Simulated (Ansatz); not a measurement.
# ZrN: the cost of one run

Program: Ansatz 0.2.0. Level of theory: DFT r²SCAN, frozen-core PAW, scalar-relativistic unless said. These are calculated values, not measurements.

The COD entry's cell or inner coordinates are ideal or old and differ from later refinements, so a difference from it is no clean test against experiment.

### 1 Starting point

Symmetry: Fm-3m, No. 225, cubic system. The conventional cell has a = 4.600 Å, b = 4.600 Å, c = 4.600 Å, α = 90.00°, β = 90.00°, γ = 90.00°. Around Zr (site symmetry m-3m) lie 6 N at 2.30 Å. N (site symmetry m-3m) has 6 Zr at 2.30 Å as nearest neighbours.

As a file:

```cif
data_structure
_symmetry_space_group_name_H-M 'Fm-3m'
_symmetry_Int_Tables_number 225
_cell_length_a 4.6000
_cell_length_b 4.6000
_cell_length_c 4.6000
_cell_angle_alpha 90.000
_cell_angle_beta 90.000
_cell_angle_gamma 90.000
_cell_volume 97.34
loop_
_atom_site_label
_atom_site_type_symbol
_atom_site_symmetry_multiplicity
_atom_site_Wyckoff_symbol
_atom_site_fract_x
_atom_site_fract_y
_atom_site_fract_z
_atom_site_occupancy
Zr1 Zr 4 b 0.50000 0.00000 0.00000 1
N1 N 4 a 0.00000 0.00000 0.00000 1
```

Cartesian axes are those of the input's lattice vectors. The structure goes back to a database entry.

### 2 Cell and atoms relaxed, PAW

The input, input.yaml:

```yaml
crystal:
  lattice:
    - [0.0, 2.3, 2.3]
    - [2.3, 0.0, 2.3]
    - [2.3, 2.3, 0.0]
  atoms:
    - { symbol: Zr, position: [0.5, 0.5, 0.5] }
    - { symbol: "N", position: [0.0, 0.0, 0.0] }
kpoints:
  mp_grid: { grid: [14, 14, 14] }
scf:
  occupations: { method: fermi_dirac, width: 0.08 }
hamiltonian:
  xc: r2scan
  pseudopotentials: { kind: paw }
relax:
  f_tol: 0.002
  max_steps: 80
  cell: {}
output:
  forces: true
  stress: true
```

Run with:

```sh
$ ansatz run input.yaml --threads 2 --pin off --max-ram 6144MiB --backend cpu --events-out ev --progress --plain --runs-dir out
```

What time and memory should one allow on 2 threads of Arm Neoverse V1, shared host?

About 7.4 s, with a peak of 0.4 GiB.
